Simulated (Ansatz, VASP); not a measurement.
This is a calculation of BAs for VASP 6.6.1.

The input INCAR:

```
ALGO     = Normal         # electronic algorithm
EDIFF    = 1E-6           # SCF threshold, eV
ENCUT    = 520            # plane-wave cutoff, eV
ISIF     = 2              # what is computed and relaxed
ISMEAR   = -1             # smearing method
LASPH    = True           # aspherical terms in the spheres
LCHARG   = False          # write CHGCAR
LMIXTAU  = True         
LREAL    = False          # projectors in reciprocal space
LWAVE    = False          # write WAVECAR
METAGGA  = R2SCAN         # meta-GGA
NELM     = 100            # most SCF steps
PREC     = Accurate       # precision mode
SIGMA    = 0.05           # smearing width, eV
```

KPOINTS

```
k-points
0
Gamma
  10 10 10
```

File POSCAR:

```
BAs
1.0
    0.0000000000      2.3885000000      2.3885000000
    2.3885000000      0.0000000000      2.3885000000
    2.3885000000      2.3885000000      0.0000000000
As B
1 1
Direct
    0.7500000000      0.7500000000      0.7500000000
    0.0000000000      0.0000000000      0.0000000000
```

Potentials or basis: VASP PAW PBE potentials, release 64 (As, B).

The run is started by

```console
$ cat potpaw_PBE.64/As/POTCAR potpaw_PBE.64/B/POTCAR > POTCAR
$ mpirun -np 1 vasp_std > vasp.out
```

Question: Set up the same calculation for Ansatz 0.2.0. Potentials there: Ansatz PAW.

Answer: As run (the cutoff follows the program's own potentials):

Contents of input.yaml:

```yaml
crystal:
  lattice:
    - [0.0, 2.3885, 2.3885]
    - [2.3885, 0.0, 2.3885]
    - [2.3885, 2.3885, 0.0]
  atoms:
    - { symbol: As, position: [0.75, 0.75, 0.75] }
    - { symbol: B, position: [0.0, 0.0, 0.0] }
hamiltonian:
  xc: r2scan
  pseudopotentials: { kind: paw }
kpoints:
  mp_grid: { grid: [10, 10, 10] }
scf:
  occupations: { method: fermi_dirac, width: 0.05 }
output:
  forces: true
  stress: true
  eigenvalues: true
```

Potentials or basis: Ansatz PAW.

Command:

```bash
$ ansatz run input.yaml --threads 1 --pin off --max-ram 3584MiB --backend cpu --events-out ev --progress --plain --runs-dir out
```

Both were run:

|  | VASP | Ansatz | Ansatz less VASP |
| --- | --- | --- | --- |
| gap on the k mesh at the Fermi level (eV) | 1.37 | 1.37 | +0.001 |
| least direct gap on the mesh (eV) | 3.45 | 3.44 | -0.004 |
| pressure (GPa) | 0.9 | 0.6 | -0.24 |

The functional is the same, so the differences come from potentials, cutoffs and numerics. The two sets of potentials don't hold the same shells in valence.

Caveats: the PAW data sets were made with another functional, which shifts forces and pressure a little (VASP); the PAW data sets come from PBE, with cores solved anew for the run's functional, which leaves a small shift of forces and pressure (Ansatz). A k mesh can miss the band edges. r2SCAN opens gaps a little over a GGA but as a rule still falls short of measured ones.
